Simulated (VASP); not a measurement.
# TaN: equation of state with PBEsol

TaN:

```xyz
2
Lattice="0.0000 2.1901 2.1901 2.1901 0.0000 2.1901 2.1901 2.1901 0.0000" Properties=species:S:1:pos:R:3 pbc="T T T"
Ta    2.1901    2.1901    2.1901
N     2.1901    4.3802    2.1901
```

The cell comes from a database or a generator and needn't be the stable form of this composition.

* Program: VASP 6.6.1
* Task: equation of state
* Functional: PBEsol
* Potentials or basis: VASP PAW PBE potentials, release 64 (Ta_pv, N)
* Cutoff: 520 eV
* k mesh: 8 × 8 × 8
* Occupations: fermi-dirac, width 0.05 eV
* Spin: no spin polarisation

| Item | Value |
| --- | --- |
| Equilibrium volume | 10.51 Å³/atom |
| Bulk modulus | 356 GPa |
| Pressure derivative of the bulk modulus | 4.3 (rough: it moves with the points fitted) |

Energy against volume, from the lowest point:
| volume (Å³/atom) | energy (meV/atom) |
| --- | --- |
| 10.084 | 20.73 |
| 10.295 | 5.16 |
| 10.505 | 0.00 |
| 10.715 | 4.20 |
| 10.925 | 16.84 |

All runs of the series together: 44 s on 1 thread of Intel(R) Xeon(R) Platinum 8259CL CPU @ 2.50GHz (Skylake/Cascade Lake), with other jobs on the host.

Caveat: the PAW data sets were made with another functional, which shifts forces and pressure a little. The run has no spin-orbit coupling, so splittings on Ta are missing.
